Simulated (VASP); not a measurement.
Input of a VASP 6.6.1 run:

Contents of POSCAR:

```
ZrS
1.0
    0.0000000000      2.5704840000      2.5704840000
    2.5704840000      0.0000000000      2.5704840000
    2.5704840000      2.5704840000      0.0000000000
Zr S
1 1
Direct
    0.0000000000      0.0000000000      0.0000000000
    0.5000000000      0.5000000000      0.5000000000
```

INCAR.step1

```
  PREC = Accurate
  ENCUT = 520
  ISMEAR = -5
  SIGMA = 0.0227
  LREAL = False
  LASPH = True
  NELM = 60
  LMAXMIX = 4
  NBANDS = 16
  GGA = PE
  ALGO = Normal
  EDIFF = 1E-4
  LWAVE = True
  LCHARG = False
```

Contents of INCAR.step2:

```
  PREC = Accurate
  ENCUT = 520
  EDIFF = 1E-6
  ISMEAR = -1
  SIGMA = 0.0227
  LREAL = False
  LASPH = True
  NELM = 60
  ALGO = Normal
  ISIF = 2
  LWAVE = False
  LCHARG = False
  LMAXMIX = 4
  METAGGA = R2SCAN
  LMIXTAU = True
  LORBIT = 11
  NBANDS = 16
  ISTART = 1
```

KPOINTS

```
regular mesh
0
Gamma
  11 11 11
```

Potentials or basis: VASP PAW PBE potentials, release 64 (Zr_sv, S).

Launch:

```bash
$ cat potpaw_PBE.64/Zr_sv/POTCAR potpaw_PBE.64/S/POTCAR > POTCAR
$ cp INCAR.step1 INCAR
$ mpirun -np 1 vasp_std > vasp.out
$ cp INCAR.step2 INCAR
$ mpirun -np 1 vasp_std > vasp.out
```

**Question.** What does it give for the pressure?

**Answer.** 7.6 GPa.

**Question.** Predict the band gap on the k mesh.

**Answer.** None (metal or under the smearing width).

Caveat: the PAW data sets were made with another functional, which shifts forces and pressure a little.
